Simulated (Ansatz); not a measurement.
# CaSe: the cell at several levels of theory

The task here is to estimate one member of a computed series from the others.

The COD entry's cell or inner coordinates are ideal or old and differ from later refinements, so a difference from it is no clean test against experiment.

Code: Ansatz 0.2.0. PAW datasets, plane waves, zero pressure. (Simulation; spin polarisation is off.)

## The system as given

Space group Fm-3m (No. 225), cubic; a = 5.912 Å in the conventional setting, 25.83 Å³ an atom. Ca has 6 Se at 2.96 Å; Se has 6 Ca at 2.96 Å.

Structure file:

```xyz
2
Lattice="0.0000 2.9560 2.9560 2.9560 0.0000 2.9560 2.9560 2.9560 0.0000" Properties=species:S:1:pos:R:3 pbc="T T T"
Ca    0.0000    0.0000    0.0000
Se    2.9560    2.9560    2.9560
```

Set-up of the first run:

Contents of input.yaml:

```yaml
crystal:
  lattice:
    - [0.0, 2.956, 2.956]
    - [2.956, 0.0, 2.956]
    - [2.956, 2.956, 0.0]
  atoms:
    - { symbol: Ca, position: [0.0, 0.0, 0.0] }
    - { symbol: Se, position: [0.5, 0.5, 0.5] }
kpoints:
  mp_grid: { grid: [6, 6, 6] }
hamiltonian:
  xc: pbe
scf:
  occupations: { method: fermi_dirac, width: 0.02 }
relax:
  f_tol: 0.005
  cell: {}
```

The run is started by

```sh
$ ansatz run input.yaml --threads 2 --pin off --max-ram 2211MiB --backend cpu --events-out ev --progress --plain --runs-dir out
```

Among the steps run: Relaxing with PBE; r2SCAN: cell and atoms; PBEsol: cell and atoms; Relaxation with LDA; Relaxing with HSE06.

One of the session's tables, all rows but one given; the rest of the session is left out.

It belongs to the step «The cells side by side». 

```
 level  a (Å)  volume (Å³/atom)
   PBE  5.959            26.451
r2SCAN  5.935            26.133
PBEsol  5.869            25.268
   LDA  5.792            24.289
 HSE06      ?                 ?
```

Q: Estimate the row for HSE06 from the others.

The run gave: a (Å): 5.946; volume (Å³/atom): 26.274. In the column «a (Å)» it lies between r2SCAN (5.935) and PBE (5.959).

LDA gives the smallest cell and PBE the largest; they differ by 8.9 % in volume, a mean of 2.9 % in length. The meshes differ: PBE 6×6×6, r2SCAN 6×6×6, PBEsol 6×6×6, LDA 6×6×6, HSE06 4×4×4.
